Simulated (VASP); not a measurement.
Here is the system:

```
CELL_PARAMETERS angstrom
      4.14554     0.00000     0.00000
      0.00000     4.14554     0.00000
      0.00000     0.00000     4.14554
ATOMIC_POSITIONS crystal
  Cs 0.00000 0.00000 0.00000
  Br 0.50000 0.50000 0.50000
```

Calculation: LDA (Ceperley-Alder, Perdew-Zunger), VASP's LDA PAW potentials (set 64) (plane waves; VASP). Settings: 400 eV cut-off, 7×7×7 Γ-centred mesh, Gaussian smearing of 0.010 eV, potentials Cs_sv Br.

Task: Give the electronic dielectric tensor ε∞ (DFPT, local fields included).

Result: 
```
3.37  0.00  0.00
0.00  3.37  0.00
0.00  0.00  3.37
```

Task: Give the Born effective charges.

Result: 
```json
[
 {"atom": "Cs1", "Z*xx": "1.33", "Z*yy": "1.33", "Z*zz": "1.33", "mean": "1.33"},
 {"atom": "Br2", "Z*xx": "-1.33", "Z*yy": "-1.33", "Z*zz": "-1.33", "mean": "-1.33"}
]
```

The compound is CsBr in the CsCl type structure. It was relaxed first, which changed the volume by -10 %.
